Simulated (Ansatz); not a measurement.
Rh:

```
Rh
1.0
     0.00000    1.89785    1.89785
     1.89785    0.00000    1.89785
     1.89785    1.89785    0.00000
Rh
1
Direct
  0.00000 0.00000 0.00000
```

```yaml
Program: Ansatz 0.2.0
Task: relaxation of cell and atoms
Functional: RPBE
Potentials_or_basis: Ansatz PAW
Cutoff: "420 eV (not typed: the program's choice for these potentials)"
k_mesh: 12 × 12 × 12
Occupations: fermi-dirac, width 0.05 eV
Spin: no spin polarisation
```

At the start: volume 13.67 Å³/atom.

Problem. Where does the relaxation end?

Solution. It ends after 5 steps and the volume is 14.29 Å³/atom (+4.6 %); space group Fm-3m (No. 225, to 0.05 Å).

Step by step:
```tsv
step	energy change (eV)	largest force (eV/Å)	volume (Å³)
1	0.0000	0.0000	13.67
2	-0.0116	0.0000	14.75
3	-0.0218	0.0000	14.34
4	-0.0219	0.0000	14.30
5	-0.0224	0.0000	14.30
```

Final structure:
```xyz
1
Lattice="0.0000 1.9263 1.9263 1.9263 0.0000 1.9263 1.9263 1.9263 0.0000" Properties=species:S:1:pos:R:3 pbc="T T T"
Rh    0.0000    0.0000    0.0000
```

Caveat: the plane-wave basis is chosen anew once the cell has moved, so the energies of steps on either side of that aren't comparable; the PAW data sets come from PBE, with cores solved anew for the run's functional, which leaves a small shift of forces and pressure.
